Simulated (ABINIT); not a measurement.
# CsH (Fm-3m) in ABINIT: a series of runs

The runs below take CsH through relaxation of cell and atoms, single point, with LDA.

All numbers are computed with ABINIT 10.8.3 (patched build); they aren't measurements. Logs are shortened: lines on timing, memory, paths and dates and some standing lists are left out, and cuts for length are marked. The log counts tension as positive stress, the text compression.

## Step 1: The crystal as given

Symmetry: Fm-3m, No. 225, cubic system. The conventional cell has a = 6.376 Å, b = 6.376 Å, c = 6.376 Å, α = 90.00°, β = 90.00°, γ = 90.00°. Around Cs (site symmetry m-3m) lie 6 H at 3.19 Å. H (site symmetry m-3m) is surrounded by 6 Cs at 3.19 Å.

## Step 2: Relaxation of cell and atoms, LDA

The input, run.abi:

```
# Pseudopotentials
pp_dirpath "./"
pseudos "Cs.upf, H.upf"

# Structure
acell 3*1.0 Angstrom
rprim
     0.0000000000     3.1880000000     3.1880000000
     3.1880000000     0.0000000000     3.1880000000
     3.1880000000     3.1880000000     0.0000000000
ntypat 2
znucl 55 1
natom 2
typat 1 2
chkprim 0
chksymtnons 0
tolsym 1.0e-6
xred
            0.0            0.0            0.0
            1/2            1/2            1/2

# Plane-wave basis
ecut 37.0
ecutsm 0.5

# k points
kptopt 1
ngkpt 5 5 5
nshiftk 1
shiftk 0.0 0.0 0.0

# Exchange and correlation
ixc 7

# Bands and occupations
nband 9
occopt 3
tsmear 0.05 eV

# SCF cycle
nstep 80
tolvrs 1.0e-12

# Output
iomode 3
prteig 0
prtebands 0
prtwf 0
prtden 0

# Relaxation
ionmov 2
optcell 2
ntime 50
tolmxf 2.0e-5
dilatmx 1.08
```

Potentials or basis: PseudoDojo NC SR LDA v0.4.1 standard.

Run with:

```
> abinit run.abi > log 2>&1
```

run.abo:

```text
.Version 10.8.3 of ABINIT
 Symmetries : space group Fm -3 m (#225); Bravais cF (face-center cubic)
================================================================================
 Values of the parameters that define the memory need of the present run
     intxc =       0    ionmov =       2      iscf =       7    lmnmax =       8
     lnmax =       8     mgfft =      54  mpssoang =       4    mqgrid =    3001
     natom =       2  nloc_mem =       1    nspden =       1   nspinor =       1
    nsppol =       1      nsym =      48    n1xccc =    2501    ntypat =       2
    occopt =       3   xclevel =       1
       mpw =        5946          nfft =      157464          nkpt =          10
================================================================================
================================================================================

--------------------------------------------------------------------------------
------------- Echo of variables that govern the present computation ------------
--------------------------------------------------------------------------------
 -outvars: echo values of preprocessed input variables --------
            acell      1.8897261259E+00  1.8897261259E+00  1.8897261259E+00 Bohr
              amu      1.32905430E+02  1.00794000E+00
          chkprim           0
      chksymtnons           0
          dilatmx      1.08000000E+00
             ecut      3.70000000E+01 Hartree
           ecutsm      5.00000000E-01 Hartree
           ionmov           2
              ixc           7
         kptrlatt        5    0    0      0    5    0      0    0    5
          kptrlen      4.25992725E+01
            natom           2
            nband           9
            ngfft          54      54      54
             nkpt          10
            nstep          80
             nsym          48
            ntime          50
           ntypat           2
           occopt           3
          optcell           2
           prtden           0
        prtebands           0
           prteig           0
            prtwf           0
            rprim      0.0000000000E+00  3.1880000000E+00  3.1880000000E+00
                       3.1880000000E+00  0.0000000000E+00  3.1880000000E+00
                       3.1880000000E+00  3.1880000000E+00  0.0000000000E+00
          spgroup         225
           tolmxf      2.00000000E-05
           tolsym      1.00000000E-06
           tolvrs      1.00000000E-12
           tsmear      1.83746611E-03 Hartree
            typat      1  2
           xangst      0.0000000000E+00  0.0000000000E+00  0.0000000000E+00
                       3.1880000000E+00  3.1880000000E+00  3.1880000000E+00
            xcart      0.0000000000E+00  0.0000000000E+00  0.0000000000E+00
                       6.0244468894E+00  6.0244468894E+00  6.0244468894E+00
             xred      0.0000000000E+00  0.0000000000E+00  0.0000000000E+00
                       5.0000000000E-01  5.0000000000E-01  5.0000000000E-01
[... 536 lines left out ...]
 Difference of energy with previous step (new-old):
           Absolute (Ha)=-7.19593E-07
           Relative     =-2.99477E-08

 At Broyd/MD step   5, gradients are converged :
  max grad (force/stress) = 2.2551E-06 < tolmxf= 2.0000E-05 ha/bohr (free atoms)

================================================================================

 ----iterations are completed or convergence reached----

 Mean square residual over all n,k,spin=   45.081E-16; max=  12.137E-14
 reduced coordinates (array xred) for    2 atoms
       0.000000000000      0.000000000000      0.000000000000
       0.500000000000      0.500000000000      0.500000000000
 rms dE/dt=  0.0000E+00; max dE/dt=  0.0000E+00; dE/dt below (all hartree)
    1       0.000000000000      0.000000000000      0.000000000000
    2       0.000000000000      0.000000000000      0.000000000000

 cartesian coordinates (angstrom) at end:
    1      0.00000000000000     0.00000000000000     0.00000000000000
    2      3.04626721541868     3.04626721541868     3.04626721541868

 cartesian forces (hartree/bohr) at end:
    1     -0.00000000000000    -0.00000000000000    -0.00000000000000
    2     -0.00000000000000    -0.00000000000000    -0.00000000000000
 frms,max,avg= 0.0000000E+00 0.0000000E+00   0.000E+00  0.000E+00  0.000E+00 h/b

 cartesian forces (eV/Angstrom) at end:
    1     -0.00000000000000    -0.00000000000000    -0.00000000000000
    2     -0.00000000000000    -0.00000000000000    -0.00000000000000
 frms,max,avg= 0.0000000E+00 0.0000000E+00   0.000E+00  0.000E+00  0.000E+00 e/A
 length scales=  8.141076986722  8.141076986722  8.141076986722 bohr
              =  4.308072410658  4.308072410658  4.308072410658 angstroms
 Fermi (or HOMO) energy (hartree) =   0.13366   Average Vxc (hartree)=  -0.30303
 Eigenvalues (hartree) for nkpt=  10  k points:
 kpt#   1, nband=  9, wtk=  0.00800, kpt=  0.0000  0.0000  0.0000 (reduced coord)
  -0.69445   -0.18749   -0.18749   -0.18749    0.02053    0.28308    0.28308    0.28308
   0.32608
      occupation numbers for kpt#   1
   2.00000    2.00000    2.00000    2.00000    2.00000    0.00000    0.00000    0.00000
   0.00000
 prteigrs : prtvol=0 or 1, do not print more k-points.

--- !EnergyTerms
iteration_state     : {dtset: 1, itime: 5, icycle: 1, }
comment             : Components of total free energy in Hartree
kinetic             :  5.69499245742950E+00
hartree             :  2.83887876948176E+00
xc                  : -7.21350773876884E+00
Ewald energy        : -1.71791137021509E+01
psp_core            :  5.77714893101446E-01
local_psp           : -1.20528818442568E+01
non_local_psp       :  3.30557867231117E+00
internal            : -2.40283384928526E+01
'-kT*entropy'       : -7.82664351155749E-13
total_energy        : -2.40283384928534E+01
total_energy_eV     : -6.53844399578206E+02
band_energy         : -2.48281590612865E+00
...

 Cartesian components of stress tensor (hartree/bohr^3)
  sigma(1 1)=  2.25508653E-08  sigma(3 2)=  0.00000000E+00
  sigma(2 2)=  2.25508653E-08  sigma(3 1)=  0.00000000E+00
  sigma(3 3)=  2.25508653E-08  sigma(2 1)=  0.00000000E+00

-Cartesian components of stress tensor (GPa)         [Pressure= -6.6347E-04 GPa]
- sigma(1 1)=  6.63469364E-04  sigma(3 2)=  0.00000000E+00
- sigma(2 2)=  6.63469364E-04  sigma(3 1)=  0.00000000E+00
- sigma(3 3)=  6.63469364E-04  sigma(2 1)=  0.00000000E+00

== END DATASET(S) ==============================================================
================================================================================

 -outvars: echo values of variables after computation  --------
            acell      8.1410769867E+00  8.1410769867E+00  8.1410769867E+00 Bohr
           etotal     -2.4028338493E+01
            fcart     -0.0000000000E+00 -0.0000000000E+00 -0.0000000000E+00
                      -0.0000000000E+00 -0.0000000000E+00 -0.0000000000E+00
            rprim      0.0000000000E+00  7.0710678119E-01  7.0710678119E-01
                       7.0710678119E-01  0.0000000000E+00  7.0710678119E-01
                       7.0710678119E-01  7.0710678119E-01  0.0000000000E+00
           strten      2.2550865318E-08  2.2550865318E-08  2.2550865318E-08
                       0.0000000000E+00  0.0000000000E+00  0.0000000000E+00
           xangst      0.0000000000E+00  0.0000000000E+00  0.0000000000E+00
                       3.0462672154E+00  3.0462672154E+00  3.0462672154E+00
             xred      0.0000000000E+00  0.0000000000E+00  0.0000000000E+00
                       5.0000000000E-01  5.0000000000E-01  5.0000000000E-01
 Calculation completed.
```

Run time: 1.7 min. Hardware: 1 thread of Arm Neoverse V1, shared host; peak memory 0.1 GiB.

Results:

* Free energy: -653.8444 eV
* Relaxed volume: 28.27 Å³/atom
* Relaxed cell: a = 4.308 Å, b = 4.308 Å, c = 4.308 Å, α = 60.00°, β = 60.00°, γ = 60.00°
* Space group after relaxing (to 0.05 Å): Fm-3m (No. 225)
* Energy gained by relaxing: 18.2 meV/atom
* Ionic steps: 5
* Pressure after relaxing: 0.0 GPa
* Band gap on the k mesh: 2.34 eV, direct

The path:
| step | energy change (eV) | largest force (eV/Å) | pressure (GPa) | volume (Å³) |
| --- | --- | --- | --- | --- |
| 1 | 0.0000 | 0.0000 | -1.27 | 64.80 |
| 2 | -0.0020 | 0.0000 | -1.24 | 64.55 |
| 3 | -0.0354 | 0.0000 | 0.27 | 55.31 |
| 4 | -0.0364 | 0.0000 | -0.04 | 56.71 |
| 5 | -0.0364 | 0.0000 | 0.00 | 56.54 |

Final structure:
```
Cs H
1.0
     0.00000    3.04627    3.04627
     3.04627    0.00000    3.04627
     3.04627    3.04627    0.00000
Cs H
1 1
Cartesian
  0.0000 0.0000 0.0000
  3.0463 3.0463 3.0463
```

Caveat: spin-orbit coupling is left out, which moves the levels of the heavy elements; an odd mesh through Γ misses points on the zone boundary, where band edges often lie; the volume moved by -13 % from the deposited cell, more than functionals usually miss. Zero-point motion and thermal expansion aren't in these numbers.

## Step 3: Single point, LDA (cell relaxed)

The input, run.abi:

```
# Pseudopotentials
pp_dirpath "./"
pseudos "Cs.upf, H.upf"

# Structure
acell 4.3080724171 4.3080724171 4.3080724171 Angstrom
rprim
     0.0000000000     0.7071067812     0.7071067812
     0.7071067812     0.0000000000     0.7071067812
     0.7071067812     0.7071067812     0.0000000000
ntypat 2
znucl 55 1
natom 2
typat 1 2
xcart
     0.0000000000     0.0000000000     0.0000000000
     3.0462672200     3.0462672200     3.0462672200 Angstrom
chkprim 0
chksymtnons 0
tolsym 1.0e-6

# Plane-wave basis
ecut 1006.821291 eV

# k points
kptopt 1
ngkpt 5 5 5
nshiftk 1
shiftk 0.0 0.0 0.0

# Exchange and correlation
ixc 7

# Bands and occupations
nband 9
occopt 3
tsmear 0.05 eV

# SCF cycle
nstep 100
tolvrs 1.0e-10

# Output
iomode 3
prtwf 0
prtden 0
prteig 0
prtebands 0
enunit 1
```

Potentials or basis: PseudoDojo NC SR LDA v0.4.1 standard.

Run with:

```
> abinit run.abi > log 2>&1
```

run.abo:

```text
.Version 10.8.3 of ABINIT
 Symmetries : space group Fm -3 m (#225); Bravais cF (face-center cubic)
================================================================================
 Values of the parameters that define the memory need of the present run
     intxc =       0    ionmov =       0      iscf =       7    lmnmax =       8
     lnmax =       8     mgfft =      48  mpssoang =       4    mqgrid =    3001
     natom =       2  nloc_mem =       1    nspden =       1   nspinor =       1
    nsppol =       1      nsym =      48    n1xccc =    2501    ntypat =       2
    occopt =       3   xclevel =       1
       mpw =        4117          nfft =      110592          nkpt =          10
================================================================================
================================================================================

--------------------------------------------------------------------------------
------------- Echo of variables that govern the present computation ------------
[... 198 lines left out ...]
- sigma(3 3)=  6.61949438E-03  sigma(2 1)=  0.00000000E+00

== END DATASET(S) ==============================================================
================================================================================

 -outvars: echo values of variables after computation  --------
            acell      8.1410769989E+00  8.1410769989E+00  8.1410769989E+00 Bohr
           etotal     -2.4028339174E+01
            fcart     -0.0000000000E+00 -0.0000000000E+00 -0.0000000000E+00
                      -0.0000000000E+00 -0.0000000000E+00 -0.0000000000E+00
            rprim      0.0000000000E+00  7.0710678120E-01  7.0710678120E-01
                       7.0710678120E-01  0.0000000000E+00  7.0710678120E-01
                       7.0710678120E-01  7.0710678120E-01  0.0000000000E+00
           strten      2.2499204094E-07  2.2499204094E-07  2.2499204094E-07
                       0.0000000000E+00  0.0000000000E+00  0.0000000000E+00
           xangst      0.0000000000E+00  0.0000000000E+00  0.0000000000E+00
                       3.0462672200E+00  3.0462672200E+00  3.0462672200E+00
             xred      0.0000000000E+00  0.0000000000E+00  0.0000000000E+00
                       5.0000000000E-01  5.0000000000E-01  5.0000000000E-01
 Calculation completed.
```

It took 14 s on 1 thread of Arm Neoverse V1, shared host; peak memory 0.08 GiB.

What came out:

* Free energy: -653.8444 eV
* Pressure: 0.0 GPa
* Band gap on the k mesh: 2.34 eV, direct
* Valence electrons inside the program's atomic spheres: Cs 4.53; H 1.14

Levels at points of the mesh, in eV from the valence-band top:
```csv
k point,band 1,band 2,band 3,band 4,band 5,band 6,band 7,band 8,band 9
"(0.00, 0.00, 0.00)",-21.36,-7.57,-7.57,-7.57,-1.91,5.24,5.24,5.24,6.41
```

Caveat: spin-orbit coupling is left out, which moves the levels of the heavy elements; an odd mesh through Γ misses points on the zone boundary, where band edges often lie.
